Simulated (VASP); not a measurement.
# Mo (C2/m) in VASP: notebook, part 2 of 2

VASP 6.6.1. The steps go on from the part before.

**3. Single point, PBE**

Contents of INCAR:

```
SYSTEM = Mo
  PREC = Accurate
  ENCUT = 520
  EDIFF = 1E-6
  ISMEAR = 0
  SIGMA = 0.1
  LREAL = .FALSE.
  LASPH = .TRUE.
  NELM = 100
  ALGO = Fast
  ISIF = 2
  LWAVE = .FALSE.
  LCHARG = .FALSE.
  GGA = PE
  ISYM = 0
  NBANDS = 21
```

Contents of KPOINTS:

```
Automatic mesh
0
G
  11 8 15
  0 0 0
```

Contents of POSCAR:

```
Mo
1.0
    3.0969248089      0.0000000000     -0.0081417698
    0.0000000000      4.3797282017      0.0000000000
   -1.5544824161      0.0000000000      2.2794115475
Mo
2
Direct
    0.0000000000      0.0000000000      0.0000000000
    0.5000000000      0.5000000000      0.0000000000
```

Potentials or basis: VASP PAW PBE potentials, release 64 (Mo_sv).

Launch:

```sh
cat potpaw_PBE.64/Mo_sv/POTCAR > POTCAR
mpirun -np 1 vasp_std > vasp.out
```

OUTCAR:

```text
SYSTEM = Mo
   PREC = Accurate
   ENCUT = 520
   EDIFF = 1E-6
   ISMEAR = 0
   LREAL = .FALSE.
   LASPH = .TRUE.
   NELM = 100
   ISIF = 2
   GGA = PE
   ISYM = 0

 ion  position               nearest neighbor table
   1  0.000  0.000  0.000-   2 2.68   2 2.68   2 2.68   2 2.68   2 3.16   2 3.16   2 3.16   2 3.16

   2  0.500  0.500  0.000-   1 2.68   1 2.68   1 2.68   1 2.68   1 3.16   1 3.16   1 3.16   1 3.16

IMPORTANT INFORMATION: All symmetrisations will be switched off!
NOSYMM: (Re-)initialisation of all symmetry stuff for point group C_1.

----------------------------------------------------------------------------------------

                                     Primitive cell

  volume of cell :      30.8618

  direct lattice vectors                    reciprocal lattice vectors
     3.096924809  0.000000000 -0.008141770     0.323480924  0.000000000  0.220603168
     0.000000000  4.379728202  0.000000000     0.000000000  0.228324671  0.000000000
    -1.554482416  0.000000000  2.279411548     0.001155433  0.000000000  0.439497686

  length of vectors
     3.096935511  4.379728202  2.759009348     0.391542675  0.228324671  0.439499205

  position of ions in fractional coordinates (direct lattice)
     0.000000000  0.000000000  0.000000000
     0.500000000  0.500000000  0.000000000

  ion indices of the primitive-cell ions
   primitive index   ion index
                 1           1
                 2           2

----------------------------------------------------------------------------------------

 KPOINTS: Automatic mesh

Automatic generation of k-mesh.
 Grid dimensions read from file:
 generate k-points for:   11    8   15

 Generating k-lattice:

  Cartesian coordinates                     Fractional coordinates (reciprocal lattice)
     0.029407357  0.000000000  0.020054833     0.090909091  0.000000000  0.000000000
     0.000000000  0.028540584  0.000000000     0.000000000  0.125000000  0.000000000
     0.000077029  0.000000000  0.029299846     0.000000000  0.000000000  0.066666667

  Length of vectors
     0.035594789  0.028540584  0.029299947

  Shift w.r.t. Gamma in fractional coordinates (k-lattice)
     0.000000000  0.000000000  0.000000000

 Subroutine IBZKPT returns following result:
 ===========================================

 Found    661 irreducible k-points:

 Following reciprocal coordinates:
            Coordinates               Weight
  0.000000  0.000000  0.000000      1.000000
  0.090909  0.000000  0.000000      2.000000
  0.181818  0.000000 -0.000000      2.000000
  0.272727  0.000000  0.000000      2.000000
  0.363636  0.000000  0.000000      2.000000
  0.454545  0.000000  0.000000      2.000000
[... 16 lines left out ...]
  0.272727  0.250000  0.000000      2.000000
 -0.272727  0.250000 -0.000000      2.000000
 [... further k-points ...]
   k-points           NKPTS =    661   k-points in BZ     NKDIM =    661   number of bands    NBANDS=     21
   number of dos      NEDOS =    301   number of ions     NIONS =      2
   total plane-waves  NPLWV =  20736
   dimension x,y,z NGX =    24 NGY =   36 NGZ =   24
   dimension x,y,z NGXF=    48 NGYF=   72 NGZF=   48
   ions per type =               2
   NGX,Y,Z   is equivalent  to a cutoff of  12.88, 13.66, 14.46 a.u.
   NGXF,Y,Z  is equivalent  to a cutoff of  25.77, 27.33, 28.92 a.u.
 SYSTEM =  Mo
   PREC   = accura    normal or accurate (medium, high low for compatibility)
   ISTART =      0    job   : 0-new  1-cont  2-samecut
   ICHARG =      2    charge: 1-file 2-atom 10-const
   ISPIN  =      1    spin polarized calculation?
   LNONCOLLINEAR =      F non collinear calculations
   LSORBIT =      F    spin-orbit coupling
   LASPH  =      T    aspherical Exc in radial PAW
   ENCUT  =  520.0 eV  38.22 Ry    6.18 a.u.   5.76  8.14  5.13*2*pi/ulx,y,z
   NELM   =    100;   NELMIN=  2; NELMDL= -5     # of ELM steps
   EDIFF  = 0.1E-05   stopping-criterion for ELM
   LREAL  =      F    real-space projection
   EDIFFG = 0.1E-04   stopping-criterion for IOM
   NSW    =      0    number of steps for IOM
   IBRION =     -1    ionic relax: 0-MD 1-quasi-New 2-CG
   NFREE  =      0    steps in history (QN), initial steepest desc. (CG)
   ISIF   =      2    stress and relaxation
   ISYM   =      0    0-nonsym 1-usesym 2-fastsym
   POTIM  = 0.5000    time-step for ionic-motion
   TEBEG  =    0.0;   TEEND  =   0.0 temperature during run
   PSTRESS=    0.0 pullay stress
   NELECT =      28.0000    total number of electrons
   NUPDOWN=      -1.0000    fix difference up-down
   EMIN   =  10.00;   EMAX   =-10.00  energy-range for DOS
   EFERMI =   0.00;   METHOD = LEGACY
   ISMEAR =     0;   SIGMA  =   0.10  broadening in eV -4-tet -1-fermi 0-gaus
   EFERMI_NEDOS =   21; number of points for ismear=-14 and -15
   IALGO  =     68    algorithm
   IMIX   =      4    mixing-type and parameters
     AMIX     =   0.40;   BMIX     =  1.00
     AMIX_MAG =   1.60;   BMIX_MAG =  1.00
  volume/ion in A,a.u.               =      15.43       104.13
  Fermi-wavevector in a.u.,A,eV,Ry     =   1.584846  2.994925 34.174259  2.511737
  Thomas-Fermi vector in A             =   2.684401
   LORBIT       =      0    0 simple, 1 ext, 2 COOP (PROOUT), +10 PAW based schemes
   GGA     = PE    functional components
   LHFCALC =     F    Hartree Fock is set to
   AEXX    =    0.0000 exact exchange contribution
   IVDW    =     0    specifies the selected vdW correction
   LEPSILON=     F    determine dielectric tensor
   LRPA    =     F    only Hartree local field effects (RPA)
 non-spin polarized calculation
 RMM-DIIS sequential band-by-band and
 Gauss-broadening in eV      SIGMA  =   0.10
  energy-cutoff  :      520.00
  volume of cell :       30.86
 maximum number of plane-waves:       856
   NGX = 11   NGY = 17   NGZ = 11

 number of electron      27.9999999 magnetization

 Free energy of the ion-electron system (eV)
  ---------------------------------------------------
  ext. energy  EPLUGINS =         0.00000000
  ---------------------------------------------------
  free energy    TOTEN  =       -21.83138863 eV

  energy without entropy =      -21.82549988  energy(sigma->0) =      -21.82844425

 E-fermi :  12.8074     XC(G=0): -13.4627

 val. band max:       12.8066684757   @ k =  -0.0909   0.3750  -0.2000
 cond. band min:      12.8160002019   @ k =   0.1818   0.1250  -0.4667
 fundamental gap:      0.0093317262
 Fermi energy:        12.8073784940

 k-point     1 :       0.0000    0.0000    0.0000
  band No.  band energies     occupation
      1     -48.4832      2.00000
      2     -48.1714      2.00000
      3     -23.2333      2.00000
      4     -22.2312      2.00000
      5     -21.7791      2.00000
      6     -21.7560      2.00000
[... 13 lines left out ...]
     20      17.8314      0.00000
     21      24.5732      0.00000

 k-point     2 :       0.0909    0.0000    0.0000
  band No.  band energies     occupation
      1     -48.4670      2.00000
      2     -48.1673      2.00000
      3     -23.1944      2.00000
      4     -22.2647      2.00000
      5     -21.8384      2.00000
      6     -21.8009      2.00000
[... 13 lines left out ...]
     20      18.5197      0.00000
     21      25.0012      0.00000

 k-point     3 :       0.1818    0.0000   -0.0000
  band No.  band energies     occupation
      1     -48.4217      2.00000
      2     -48.1580      2.00000
      3     -23.0821      2.00000
      4     -22.3817      2.00000
      5     -22.0625      2.00000
      6     -21.8881      2.00000
[... 13 lines left out ...]
     20      20.2002      0.00000
     21      24.0654      0.00000
[... 457 lines left out ...]
 k-point    23 :       0.2727    0.2500    0.0000
  band No.  band energies     occupation
      1     -48.3271      2.00000
      2     -48.1813      2.00000
      3     -22.9661      2.00000
      4     -22.5474      2.00000
      5     -22.3397      2.00000
      6     -21.9988      2.00000
[... 13 lines left out ...]
     20      19.6586      0.00000
     21      25.0869      0.00000

 k-point    24 :      -0.2727    0.2500   -0.0000
  band No.  band energies     occupation
      1     -48.3271      2.00000
      2     -48.1813      2.00000
      3     -22.9661      2.00000
      4     -22.5474      2.00000
      5     -22.3397      2.00000
      6     -21.9988      2.00000
[... 13 lines left out ...]
     20      19.6586      0.00000
     21      25.0869      0.00000

 [... further k-points ...]
[... 5 lines left out ...]
  --------------------------------------------------------------------------------------
  -------------------------------------------------------------------------------------
  Total        2.2961704      1.7202890      0.1023328      0.0000002      0.0000001     -0.0061145
  in kB      119.2047250     89.3080839      5.3125647      0.0000108      0.0000055     -0.3174301
  external PRESSURE =      71.2751245 kB  Pullay stress =       0.0000000 kB

 VOLUME and BASIS-vectors are now :
 -----------------------------------------------------------------------------
  energy-cutoff  :      520.00
  volume of cell :       30.86
      direct lattice vectors                 reciprocal lattice vectors
     3.096924809  0.000000000 -0.008141770     0.323480924  0.000000000  0.220603168
     0.000000000  4.379728202  0.000000000     0.000000000  0.228324671  0.000000000
    -1.554482416  0.000000000  2.279411548     0.001155433  0.000000000  0.439497686

 POSITION                                       TOTAL-FORCE (eV/Angst)
 -----------------------------------------------------------------------------------
      0.00000      0.00000      0.00000         0.000000     -0.000000     -0.000001
      1.54846      2.18986     -0.00407        -0.000000      0.000000      0.000001
 -----------------------------------------------------------------------------------
    total drift:                               -0.000000     -0.000000      0.000000

  FREE ENERGIE OF THE ION-ELECTRON SYSTEM (eV)
  ---------------------------------------------------
  free  energy   TOTEN  =       -21.8313886283 eV

  energy  without entropy=      -21.8254998790  energy(sigma->0) =      -21.82844425
```

OSZICAR:

```text
N       E                     dE             d eps       ncg     rms          rms(c)
DAV:   1     0.271870117778E+03    0.27187E+03   -0.16838E+04 27786   0.139E+03
DAV:   2    -0.174606434739E+02   -0.28933E+03   -0.28078E+03 31157   0.431E+02
DAV:   3    -0.230969037585E+02   -0.56363E+01   -0.55599E+01 31927   0.611E+01
DAV:   4    -0.231216674377E+02   -0.24764E-01   -0.24745E-01 30632   0.441E+00
DAV:   5    -0.231218365714E+02   -0.16913E-03   -0.16913E-03 32372   0.351E-01    0.214E+01
RMM:   6    -0.219909431968E+02    0.11309E+01   -0.19437E+00 27984   0.108E+01    0.654E+00
RMM:   7    -0.218362673623E+02    0.15468E+00   -0.72404E-01 28904   0.587E+00    0.155E+00
RMM:   8    -0.218323868377E+02    0.38805E-02   -0.36551E-02 30237   0.165E+00    0.458E-01
RMM:   9    -0.218313541193E+02    0.10327E-02   -0.61615E-03 30291   0.577E-01    0.643E-02
RMM:  10    -0.218314011979E+02   -0.47079E-04   -0.12324E-03 31289   0.254E-01    0.728E-02
RMM:  11    -0.218313942584E+02    0.69395E-05   -0.80426E-05 30897   0.890E-02    0.354E-02
RMM:  12    -0.218313893494E+02    0.49090E-05   -0.16990E-05 31205   0.411E-02    0.572E-03
RMM:  13    -0.218313881282E+02    0.12212E-05   -0.28021E-06 23239   0.166E-02    0.396E-03
RMM:  14    -0.218313886283E+02   -0.50012E-06   -0.23893E-07 17439   0.438E-03
   1 F= -.21831389E+02 E0= -.21828444E+02  d E =-.588875E-02
```

Run time: 2.3 min. Hardware: 1 thread of Intel Xeon 6975P-C (Granite Rapids), shared host; peak memory 0.42 GiB.

Results:

```yaml
Free_energy: -21.8314 eV
Pressure: 7.1 GPa
Band_gap_on_the_k_mesh: none (metal or under the smearing width)
```

Stress tensor (GPa, compression positive):
```
11.92  0.00 -0.03
 0.00  8.93  0.00
-0.03  0.00  0.53
```

Levels at points of the mesh, in eV from the Fermi level:
| k point | band 12 | band 13 | band 14 | band 15 | band 16 | band 17 |
| --- | --- | --- | --- | --- | --- | --- |
| (0.00, 0.00, 0.00) | -1.63 | -1.59 | -1.00 | 1.35 | 1.58 | 1.83 |
| (0.00, 0.50, 0.00) | -2.23 | -1.46 | -1.46 | 0.70 | 0.70 | 0.98 |

**4. Single point, PBE**

This run uses another cell than the first one, of 15.53 Å³/atom, 1.006 times its volume.

Contents of INCAR:

```
ALGO     = Fast           # electronic algorithm
EDIFF    = 1E-7           # SCF threshold, eV
ENCUT    = 520            # plane-wave cutoff, eV
GGA      = PE             # functional
ISIF     = 2              # what is computed and relaxed
ISMEAR   = 0              # smearing method
ISYM     = 0            
LASPH    = True           # aspherical terms in the spheres
LCHARG   = False          # write CHGCAR
LREAL    = False          # projectors in reciprocal space
LWAVE    = False          # write WAVECAR
NBANDS   = 21             # bands
NELM     = 100            # most SCF steps
PREC     = Accurate       # precision mode
SIGMA    = 0.1            # smearing width, eV
```

Contents of KPOINTS:

```
k-points
0
Gamma
  11 8 15
```

Contents of POSCAR:

```
Mo
1.0
    3.0969355112      0.0000000000      0.0000000000
    0.0000000000      4.3797282017      0.0000000000
   -1.5484677556      0.0000000000      2.2898692032
Mo
2
Direct
    0.0000000000      0.0000000000      0.0000000000
    0.5000000000      0.5000000000      0.0000000000
```

Launch:

```sh
cat potpaw_PBE.64/Mo_sv/POTCAR > POTCAR
mpirun -np 1 vasp_std > vasp.out
```

Run time: 2.7 min. Hardware: 1 thread of Intel Xeon 6975P-C (Granite Rapids), shared host; peak memory 0.42 GiB.

The run converged. Its results:

| Quantity | Value |
| --- | --- |
| Free energy | -21.8301 eV |
| Pressure | 5.4 GPa |
| Band gap on the k mesh | none (metal or under the smearing width) |

Stress tensor (GPa, compression positive):
```
10.93  0.00 -0.52
 0.00  7.54  0.00
-0.52  0.00 -2.23
```

Levels at points of the mesh, in eV from the Fermi level:
```tsv
k point	band 10	band 11	band 12	band 13	band 14	band 15	band 16	band 17	band 18	band 19
(0.00, 0.00, 0.00)	-5.38	-3.12	-1.65	-1.60	-0.92	1.29	1.56	1.85	1.91	1.91
(0.00, 0.50, 0.00)	-5.24	-2.15	-2.15	-1.42	-1.42	0.63	0.63	0.97	0.97	1.69
```

**5. Overview**

| cell | gap on the mesh (eV) | pressure (GPa) |
| --- | --- | --- |
| band edges of the strained film's bulk | none | 7.1 |
| C2/m, 15.43 Å³/atom | none | 7.1 |
| Fmmm, 15.53 Å³/atom | none | 5.4 |

Alike in all rows: task single point; level PBE; potentials or basis VASP PAW PBE potentials, release 64 (Mo_sv); no spin polarisation; k mesh 11 × 8 × 15; cutoff (eV) 520; smearing gaussian 0.1 eV.

Total energies depend on the potentials used, so only differences within one code and one set of settings carry meaning.
